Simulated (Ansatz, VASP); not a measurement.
**One calculation of Mo, two programs**

```xyz
1
Lattice="-1.1800 1.6373 1.6373 1.6373 -1.1800 1.6373 1.6373 1.6373 -1.1800" Properties=species:S:1:pos:R:3 pbc="T T T"
Mo    0.0000    0.0000    0.0000
```

Alike in both runs: task single point; functional PBE; k mesh 22 × 22 × 22; occupations gaussian, width 0.15 eV; no spin polarisation.

|  | VASP | Ansatz |
| --- | --- | --- |
| version | VASP 6.6.1 | Ansatz 0.2.0 |
| potentials or method | VASP PAW PBE potentials, release 64 (Mo_sv) | scalar-relativistic, plane waves, PAW |
| plane-wave cutoff (eV) | 520 | 420 |
| valence electrons in the cell | 14 | 14 |

Ansatz gave:

- gap on the k mesh at the Fermi level (eV): none
- pressure (GPa): 2.3
- largest component of the traceless stress (GPa): 12.53

Q: What did VASP give for the same quantities?

A: gap on the k mesh at the Fermi level (eV): none; pressure (GPa): 2.8; largest component of the traceless stress (GPa): 12.56.

A gap of «none» marks a metal or a gap that the smearing closes. With one functional, cell and mesh, what is left measures potentials, basis and numerics.
